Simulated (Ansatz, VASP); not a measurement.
This is a calculation of Cd for VASP 6.6.1.

File INCAR:

```
SYSTEM = Cd
  ALGO = Normal
  EDIFF = 1E-7
  ENCUT = 520
  GGA = PE
  ISIF = 2
  ISMEAR = -1
  LASPH = .TRUE.
  LCHARG = .FALSE.
  LREAL = .FALSE.
  LWAVE = .FALSE.
  NBANDS = 12
  NELM = 60
  PREC = Accurate
  SIGMA = 0.05
```

KPOINTS

```
k-points
0
G
  10 10 10
  0 0 0
```

File POSCAR:

```
Cd
1.0
   -1.7602065844      1.7602065844      1.7602065844
    1.7602065844     -1.7602065844      1.7602065844
    1.7602065844      1.7602065844     -1.7602065844
Cd
1
Direct
    0.0000000000      0.0000000000      0.0000000000
```

Potentials or basis: VASP PAW PBE potentials, release 64 (Cd).

Run with:

```console
$ cat potpaw_PBE.64/Cd/POTCAR > POTCAR
$ mpirun -np 1 vasp_std > vasp.out
```

Set up the same calculation for Ansatz 0.2.0. Potentials there: Ansatz PAW.

As run (the cutoff follows the program's own potentials):

The input input.yaml:

```yaml
crystal:
  lattice:
    - [-1.7602065844, 1.7602065844, 1.7602065844]
    - [1.7602065844, -1.7602065844, 1.7602065844]
    - [1.7602065844, 1.7602065844, -1.7602065844]
  atoms:
    - { symbol: Cd, position: [0.0, 0.0, 0.0] }
hamiltonian:
  xc: pbe
  pseudopotentials: { kind: paw }
kpoints:
  mp_grid: { grid: [10, 10, 10] }
scf:
  occupations: { method: fermi_dirac, width: 0.05 }
output:
  forces: true
  stress: true
  eigenvalues: true
```

Potentials or basis: Ansatz PAW.

Command:

```sh
$ ansatz run input.yaml --threads 1 --pin off --max-ram 3584MiB --backend cpu --events-out ev --progress --plain --runs-dir out
```

Both were run:

|  | VASP | Ansatz | Ansatz less VASP |
| --- | --- | --- | --- |
| gap on the k mesh at the Fermi level (eV) | none | none | - |
| pressure (GPa) | 3.3 | 3.0 | -0.28 |

A gap of «none» marks a metal or a gap that the smearing closes. The two sets of potentials don't hold the same shells in valence.
